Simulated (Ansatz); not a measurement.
**Bi in Ansatz: the effect of target pressure**

The system is Bi.

```
CELL_PARAMETERS angstrom
-1.98143 1.98143 1.98143
1.98143 -1.98143 1.98143
1.98143 1.98143 -1.98143
ATOMIC_POSITIONS crystal
Bi 0.00000 0.00000 0.00000
```

This isn't the form of Bi at room conditions, which is rhombohedral.

Alike in all runs:

```yaml
Program: Ansatz 0.2.0
Task: relaxation of cell and atoms
Functional: PBEsol
Potentials_or_basis: Ansatz PAW
Cutoff: "420 eV (not typed: the program's choice for these potentials)"
k_mesh: 9 × 9 × 9
Occupations: fermi-dirac, width 0.05 eV
Spin: no spin polarisation
```

Each run relaxes the cell or the atoms first.

| target pressure | relaxed volume (Å³/atom) |
| --- | --- |
| 0 GPa | 30.05 |
| 2 GPa | 29.10 |
| 5 GPa | 27.93 |
| 10 GPa | 26.42 |
| 20 GPa | ? |
| 30 GPa | 22.93 |

What does the run with target pressure 20 GPa give?

Relaxed volume 24.35 Å³/atom.

Worked out: In Murnaghan's law V^(-B') rises as a straight line in P. The other rows fit best with B' = 4.4, V0 = 30.05 Å³/atom and B0 = 58 GPa, which gives 24.35 Å³/atom at 20 GPa, against the run's 24.35.

Caveats: the plane-wave basis is chosen anew once the cell has moved, so the energies of steps on either side of that aren't comparable; the PAW data sets come from PBE, with cores solved anew for the run's functional, which leaves a small shift of forces and pressure; the volume moved by over 15 % at a fixed basis, so the end points are rough (some runs).
